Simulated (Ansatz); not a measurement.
The system is TiSe.

```
CELL_PARAMETERS angstrom
4.17836 0.00000 0.00000
0.00000 4.17836 0.00000
0.00000 0.00000 5.98442
ATOMIC_POSITIONS crystal
Se 0.00000 0.50000 0.76056
Se 0.50000 0.00000 0.23944
Ti 0.00000 0.00000 0.00000
Ti 0.50000 0.50000 0.00000
```

The cell comes from a database or a generator and needn't be the stable form of this composition.

```yaml
Program: Ansatz 0.2.0
Task: relaxation of cell and atoms
Functional: r2SCAN
Potentials_or_basis: Ansatz PAW
Cutoff: "500 eV (not typed: the program's choice for these potentials)"
k_mesh: 7 × 7 × 5
Occupations: fermi-dirac, width 0.05 eV
Spin: no spin polarisation
```

At the start: volume 26.12 Å³/atom.

**Question.** Where does the relaxation end?

**Answer.** It ends after 6 steps and the volume is 24.54 Å³/atom (-6.0 %); space group P4/nmm (No. 129, to 0.05 Å).

Step by step:
| step | energy change (eV) | largest force (eV/Å) | volume (Å³) |
| --- | --- | --- | --- |
| 1 | 0.0000 | 0.1317 | 104.48 |
| 2 | -0.0103 | 0.0234 | 100.84 |
| 3 | -0.0138 | 0.0140 | 100.03 |
| 4 | -0.0169 | 0.0048 | 97.62 |
| 5 | -0.0170 | 0.0060 | 98.16 |
| 6 | -0.0158 | 0.0061 | 98.16 |

Final structure:
```
Se Ti
1.0
     4.16132    0.00000    0.00000
     0.00000    4.16132    0.00000
     0.00000    0.00000    5.66880
Se Ti
2 2
Direct
  0.00000 0.50000 0.74893
  0.50000 0.00000 0.25107
  0.00000 0.00000 0.00000
  0.50000 0.50000 0.00000
```

Caveat: the plane-wave basis is chosen anew once the cell has moved, so the energies of steps on either side of that aren't comparable; the PAW data sets come from PBE, with cores solved anew for the run's functional, which leaves a small shift of forces and pressure.
